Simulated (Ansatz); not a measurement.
ZrO2:
```
CELL_PARAMETERS angstrom
      3.62098     0.00000     0.00000
      0.00000     3.62098     0.00000
      0.00000     0.00000     5.28284
ATOMIC_POSITIONS crystal
  Zr 0.00000 0.00000 0.00000
  Zr 0.50000 0.50000 0.50000
  O  0.00000 0.50000 0.30717
  O  0.00000 0.50000 0.80717
  O  0.50000 0.00000 0.19283
  O  0.50000 0.00000 0.69283
```

x, y and z are the axes in which the lattice vectors are written.

Question: Give the high-frequency dielectric tensor and the Born effective charge tensors of the independent atoms from DFPT, PBE in the plane-wave PAW code Ansatz.

Answer: 
ε∞:
```
5.73  0.00  0.00
0.00  5.73  0.00
0.00  0.00  4.99
```
Z* of atom 1 (Zr), rows: field, columns: displacement, in e:
```
5.79  0.00  0.00
0.00  5.79  0.00
0.00  0.00  4.80
```
Z* of atom 3 (O), rows: field, columns: displacement, in e:
```
-3.78   0.00   0.00
 0.00  -2.01   0.00
 0.00   0.00  -2.40
```

Static charges for comparison (Bader): Zr1 +2.61, O3 -1.30 e. Born charges measure polarisation by displacement and can exceed these by far.

Space group P4_2/nmc. This is a known high-temperature phase of the composition, computed here at zero pressure and temperature. The PBE relaxation kept the symmetry of its start; phonons on a q-mesh show no instability. The run is not spin-polarised. Scalar-relativistic: spin–orbit coupling is off unless named, which matters more the heavier the elements.

Potentials: the later of the program's two PAW sets.
